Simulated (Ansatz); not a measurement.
Bi:

```
Bi
1.0
     3.48860   -3.13258    0.00000
     3.48860    3.13258    0.00000
    -1.26023    0.00000    3.11355
Bi
2
Direct
  0.75306 0.75306 0.85738
  0.24694 0.24694 0.14262
```

This isn't the form of Bi at room conditions, which is rhombohedral.

| Quantity | Value |
| --- | --- |
| Program | Ansatz 0.2.0 |
| Task | relaxation of cell and atoms |
| Functional | revPBE |
| Dispersion | D3(BJ) |
| Potentials or basis | Ansatz PAW |
| Cutoff | 420 eV (not typed: the program's choice for these potentials) |
| k mesh | 6 × 6 × 9 |
| Occupations | fermi-dirac, width 0.05 eV |
| Spin | no spin polarisation |

At the start: volume 34.03 Å³/atom.

**Question.** Where does the relaxation end?

**Answer.** It ends after 9 steps and the volume is 31.88 Å³/atom (-6.3 %); space group C2/m (No. 12, to 0.05 Å).

The path:
| step | energy change (eV) | largest force (eV/Å) | volume (Å³) |
| --- | --- | --- | --- |
| 1 | 0.0000 | 0.0417 | 68.05 |
| 2 | -0.0357 | 0.1466 | 62.33 |
| 3 | -0.0464 | 0.0340 | 64.07 |
| 4 | -0.0484 | 0.0226 | 63.93 |
| 5 | -0.0494 | 0.0167 | 63.67 |
| 6 | -0.0498 | 0.0008 | 63.72 |
| 7 | -0.0499 | 0.0016 | 63.72 |
| 8 | -0.0500 | 0.0040 | 63.77 |
| 9 | -0.0491 | 0.0040 | 63.77 |

Final structure:
```
Bi
1.0
     3.45138   -3.00930   -0.02467
     3.45138    3.00930   -0.02467
    -1.26881    0.00000    3.07892
Bi
2
Direct
  0.75198 0.75198 0.83320
  0.24802 0.24802 0.16680
```

Caveat: the plane-wave basis is chosen anew once the cell has moved, so the energies of steps on either side of that aren't comparable; pairwise dispersion overbinds metals, which lowers pressure and volume; the PAW data sets come from PBE, with cores solved anew for the run's functional, which leaves a small shift of forces and pressure.
